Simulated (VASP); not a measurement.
# NaI in VASP: one cell, several levels of theory, part 2 of 2

The system is NaI, a lower-symmetry cell derived from the zincblende prototype, a generated structure that needn't be the ground state.

VASP 6.6.1, plane waves, PAW. The steps go on from the part before.

### 3 Single point with r2SCAN

INCAR reads:

```
ENCUT = 520.000000
SIGMA = 0.010000
EDIFF = 1.00e-07
ALGO = Normal
METAGGA = R2SCAN
PREC = Accurate
IBRION = -1
ISIF = 2
ISMEAR = 0
NBANDS = 14
NELM = 120
NSW = 0
LASPH = .TRUE.
LCHARG = .FALSE.
LWAVE = .FALSE.
LREAL = .FALSE.
```

KPOINTS reads:

```
KPOINTS created by Atomic Simulation Environment
0
Gamma
6 6 6
0 0 0
```

KPOINTS_OPT reads:

```
special points
6
Reciprocal
0.0000000000 0.0000000000 0.0000000000 1
-0.5000000000 -0.5000000000 0.0000000000 1
-0.3750000000 -0.3750000000 0.2500000000 1
-0.3750000000 0.0000000000 0.3750000000 1
0.0000000000 0.0000000000 0.5000000000 1
-0.5000000000 -0.2500000000 0.2500000000 1
```

POSCAR reads:

```
Na I
 1.0000000000000000
     0.1138545593000000    3.6570462404000001    3.6570462404000001
     3.6570462404000001    0.1138545593000000    3.6570462404000001
     3.6570462404000001    3.6570462404000001    0.1138545593000000
 Na  I
   1   1
Cartesian
  0.0235405917967054  0.0235405917967054  0.0235405917967054
  1.8334461682282941  1.8334461682282941  1.8334461682282941
```

Started as:

```bash
mpirun -np 1 vasp_std
```

Standard output, without the iteration lines:

```text
POSCAR found type information on POSCAR NaI
 POSCAR found :  2 types and       2 ions
 -----------------------------------------------------------------------------
|                                                                             |
|                                                                             |
|     You enforced a specific xc type in the INCAR file but a different       |
|     I HOPE YOU KNOW WHAT YOU ARE DOING!                                     |
|                                                                             |
 -----------------------------------------------------------------------------

 LDA part: xc-table for (None), standard interpolation
 POSCAR, INCAR and KPOINTS ok, starting setup
 FFT: planning ... GRIDC
 FFT: planning ... GRID_SOFT
 FFT: planning ... GRID
 WAVECAR not read
 entering main loop
 Start KPOINTS_OPT (optional k-point list driver)
k-point batch [1-6\6]
```

OSZICAR:

```text
N       E                     dE             d eps       ncg     rms          rms(c)
DAV:   1     0.525852705230E+02    0.52585E+02   -0.64947E+03   896   0.899E+02
DAV:   2    -0.246039163012E+02   -0.77189E+02   -0.72083E+02   950   0.199E+02
DAV:   3    -0.323084252548E+02   -0.77045E+01   -0.76571E+01  1172   0.624E+01
DAV:   4    -0.325147124458E+02   -0.20629E+00   -0.20623E+00  1106   0.108E+01
DAV:   5    -0.325199004119E+02   -0.51880E-02   -0.51879E-02  1298   0.168E+00    0.208E+00
DAV:   6    -0.309034287385E+02    0.16165E+01   -0.31824E-01   920   0.557E+00    0.193E+00
DAV:   7    -0.308972882332E+02    0.61405E-02   -0.19010E-01  1082   0.290E+00    0.761E-01
DAV:   8    -0.309012968928E+02   -0.40087E-02   -0.67045E-03  1112   0.611E-01    0.535E-01
DAV:   9    -0.309065567592E+02   -0.52599E-02   -0.51547E-03   998   0.581E-01    0.175E-01
DAV:  10    -0.309064944097E+02    0.62349E-04   -0.96000E-05  1058   0.732E-02    0.115E-01
DAV:  11    -0.309067119413E+02   -0.21753E-03   -0.25447E-04   962   0.118E-01    0.346E-02
DAV:  12    -0.309067039422E+02    0.79991E-05   -0.26887E-06  1154   0.196E-02    0.178E-02
DAV:  13    -0.309067060533E+02   -0.21112E-05   -0.34750E-06  1028   0.208E-02    0.128E-02
DAV:  14    -0.309067077071E+02   -0.16538E-05   -0.46488E-07  1106   0.760E-03    0.190E-03
DAV:  15    -0.309067065928E+02    0.11142E-05   -0.21733E-08  1022   0.151E-03    0.546E-04
DAV:  16    -0.309067062134E+02    0.37945E-06   -0.37783E-09   706   0.605E-04    0.150E-04
DAV:  17    -0.309067062100E+02    0.33785E-08   -0.71344E-10   556   0.213E-04
   1 F= -.30906706E+02 E0= -.30906706E+02  d E =-.180115E-28
       N       E                     dE             ncg
DAV:   1     0.315446376164E+03   -0.24373E+04      168
DAV:   2    -0.143681075767E+03   -0.45913E+03      174
DAV:   3    -0.185989370184E+03   -0.42308E+02      210
DAV:   4    -0.187127216469E+03   -0.11378E+01      242
DAV:   5    -0.187142260792E+03   -0.15044E-01      210
DAV:   6    -0.187143075885E+03   -0.81509E-03      264
DAV:   7    -0.187143078706E+03   -0.28213E-05      222
DAV:   8    -0.187143078772E+03   -0.66233E-07      192
```

Parts of OUTCAR:

```text
k-points           NKPTS =     32   k-points in BZ     NKDIM =     32   number of bands    NBANDS=     14

   NELECT =      14.0000    total number of electrons

   dimension x,y,z NGX =    40 NGY =   40 NGZ =   40
   dimension x,y,z NGXF=    80 NGYF=   80 NGZF=   80

  energy-cutoff  :      520.00
  volume of cell :       93.25
      direct lattice vectors                 reciprocal lattice vectors
     0.113854559  3.657046240  3.657046240    -0.143278710  0.138952705  0.138952705
     3.657046240  0.113854559  3.657046240     0.138952705 -0.143278710  0.138952705
     3.657046240  3.657046240  0.113854559     0.138952705  0.138952705 -0.143278710

 k-points in reciprocal lattice and weights: KPOINTS created by Atomic Simulation Env
   0.00000000  0.00000000  0.00000000       0.005
   0.16666667  0.00000000  0.00000000       0.028
   0.33333333  0.00000000  0.00000000       0.028
   0.50000000 -0.00000000 -0.00000000       0.014
   0.16666667  0.16666667  0.00000000       0.028
   0.33333333  0.16666667  0.00000000       0.056
   0.50000000  0.16666667  0.00000000       0.056
  -0.33333333  0.16666667  0.00000000       0.056
[... 24 more k-points ...]

 E-fermi :  -1.5480

 k-point     1 :       0.0000    0.0000    0.0000
  band No.  band energies     occupation
      1     -24.6536      2.00000
      2     -24.6536      2.00000
      3     -24.6509      2.00000
      4     -12.3450      2.00000
      5      -1.7557      2.00000
      6      -1.6231      2.00000
      7      -1.6231      2.00000
      8       2.6633      0.00000
      9       6.5538      0.00000
     10       6.9580      0.00000
     11       6.9580      0.00000
     12       8.5188      0.00000
     13       8.5188      0.00000
     14       9.9760      0.00000

 k-point     2 :       0.1667    0.0000    0.0000
  band No.  band energies     occupation
      1     -24.6541      2.00000
      2     -24.6537      2.00000
      3     -24.6510      2.00000
      4     -12.3146      2.00000
      5      -1.9921      2.00000
      6      -1.7669      2.00000
      7      -1.6626      2.00000
      8       3.2165      0.00000
      9       6.5050      0.00000
     10       6.7688      0.00000
     11       7.0938      0.00000
     12       8.0229      0.00000
     13       8.1685      0.00000
     14       9.5282      0.00000

 k-point     3 :       0.3333    0.0000    0.0000
  band No.  band energies     occupation
      1     -24.6551      2.00000
      2     -24.6538      2.00000
      3     -24.6511      2.00000
      4     -12.2525      2.00000
      5      -2.5480      2.00000
      6      -1.8238      2.00000
      7      -1.7386      2.00000
      8       4.0757      0.00000
      9       6.2543      0.00000
     10       6.5572      0.00000
     11       6.7968      0.00000
     12       8.5854      0.00000
     13       8.9517      0.00000
     14       9.0013      0.00000

 k-point     4 :       0.5000   -0.0000   -0.0000
  band No.  band energies     occupation
      1     -24.6556      2.00000
      2     -24.6539      2.00000
      3     -24.6512      2.00000
      4     -12.2208      2.00000
      5      -2.7843      2.00000
      6      -1.8497      2.00000
      7      -1.7752      2.00000
      8       4.3204      0.00000
      9       6.3025      0.00000
     10       6.4126      0.00000
     11       6.5922      0.00000
     12       9.4290      0.00000
     13       9.7913      0.00000
     14      10.3450      0.00000

 k-point     5 :       0.1667    0.1667    0.0000
  band No.  band energies     occupation
      1     -24.6541      2.00000
      2     -24.6537      2.00000
      3     -24.6511      2.00000
      4     -12.3063      2.00000
      5      -2.0149      2.00000
      6      -1.8073      2.00000
      7      -1.7174      2.00000
      8       3.3891      0.00000
      9       6.1806      0.00000
     10       7.0823      0.00000
     11       7.1312      0.00000
     12       7.3239      0.00000
     13       8.8061      0.00000
     14      10.7544      0.00000

 k-point     6 :       0.3333    0.1667    0.0000
  band No.  band energies     occupation
      1     -24.6548      2.00000
      2     -24.6539      2.00000
      3     -24.6513      2.00000
      4     -12.2557      2.00000
      5      -2.3943      2.00000
      6      -1.9000      2.00000
      7      -1.8257      2.00000
      8       4.1548      0.00000
      9       5.9464      0.00000
     10       6.3446      0.00000
     11       7.1975      0.00000
     12       8.1007      0.00000
     13       9.2593      0.00000
     14      10.1493      0.00000

 k-point     7 :       0.5000    0.1667    0.0000
  band No.  band energies     occupation
      1     -24.6554      2.00000
      2     -24.6541      2.00000
      3     -24.6514      2.00000
      4     -12.2127      2.00000
      5      -2.6713      2.00000
      6      -1.9835      2.00000
      7      -1.8965      2.00000
      8       4.6861      0.00000
      9       5.6015      0.00000
     10       6.7362      0.00000
     11       6.8663      0.00000
     12       8.9745      0.00000
     13       9.9075      0.00000
     14      10.4884      0.00000

 k-point     8 :      -0.3333    0.1667    0.0000
  band No.  band energies     occupation
      1     -24.6554      2.00000
      2     -24.6541      2.00000
      3     -24.6512      2.00000
      4     -12.2213      2.00000
      5      -2.6112      2.00000
      6      -2.0194      2.00000
      7      -1.8317      2.00000
      8       4.7231      0.00000
      9       5.6645      0.00000
     10       6.5055      0.00000
     11       6.7948      0.00000
     12       8.4251      0.00000
     13       9.9476      0.00000
     14      10.4481      0.00000

 k-point     9 :      -0.1667    0.1667    0.0000
  band No.  band energies     occupation
      1     -24.6547      2.00000
      2     -24.6539      2.00000
      3     -24.6510      2.00000
      4     -12.2727      2.00000
      5      -2.2860      2.00000
      6      -1.8900      2.00000
      7      -1.7439      2.00000
      8       3.9254      0.00000
      9       6.2070      0.00000
     10       6.5222      0.00000
     11       7.0895      0.00000
     12       7.3757      0.00000
     13       9.0895      0.00000
     14      10.3238      0.00000

[... the tables of k-points 10 to 32 left out ...]

  Total       -0.3186236     -0.3186236     -0.3186236     -0.0701405     -0.0701405     -0.0701405
  in kB       -5.4743231     -5.4743231     -5.4743231     -1.2050957     -1.2050957     -1.2050957
  external PRESSURE =      -5.4743231 kB  Pullay stress =       0.0000000 kB

 POSITION                                       TOTAL-FORCE (eV/Angst)
 -----------------------------------------------------------------------------------
      0.02354      0.02354      0.02354         0.000187      0.000187      0.000187
      1.83345      1.83345      1.83345        -0.000187     -0.000187     -0.000187
 -----------------------------------------------------------------------------------
    total drift:                                0.003281      0.003281      0.003281

  FREE ENERGIE OF THE ION-ELECTRON SYSTEM (eV)
  ---------------------------------------------------
  free  energy   TOTEN  =       -30.9067062100 eV

  energy  without entropy=      -30.9067062100  energy(sigma->0) =      -30.90670621
```

Hardware: 1 MPI rank of Intel Xeon 6975P-C, shared host.

The levels at the points of KPOINTS_OPT are read from vasprun.xml.

Levels at the named points, in eV from the top of band v (v: the last filled band by count, c: the next):

```tsv
point	v−1	v	c	c+1
Γ	0.00	0.00	4.29	8.18
X	-0.47	-0.35	5.53	6.78
U	-0.71	-0.28	6.13	7.20
K	-0.66	-0.38	6.07	7.34
L	-0.23	-0.15	5.94	7.93
W	-0.72	-0.46	6.36	7.86
```

The r2SCAN gap is 4.29 eV, direct at Γ. The pressure is -0.55 GPa; the forces vanish within 0.01 eV/Å.

### 4 Summary

The summary covers parts 1 to 2.

| level | gap (eV) | pressure (GPa) | Ansatz: gap (eV) | Ansatz: pressure (GPa) |
| --- | --- | --- | --- | --- |
| PBE | 3.69 | -0.16 | 3.69 | -0.17 |
| r2SCAN | 4.29 | -0.55 | 4.28 | -0.50 |

The gap runs from 3.69 eV (PBE) to 4.29 eV (r2SCAN). Spin-orbit coupling is left out, though the cell holds I (Z = 53); in an element this heavy it can shift bands and gaps by tenths of an eV. The two programs agree on the gap within 0.02 eV, far less than the spread between functionals. Datasets and cutoffs are each program's own. VASP's cell holds 14 valence electrons and Ansatz's 26.
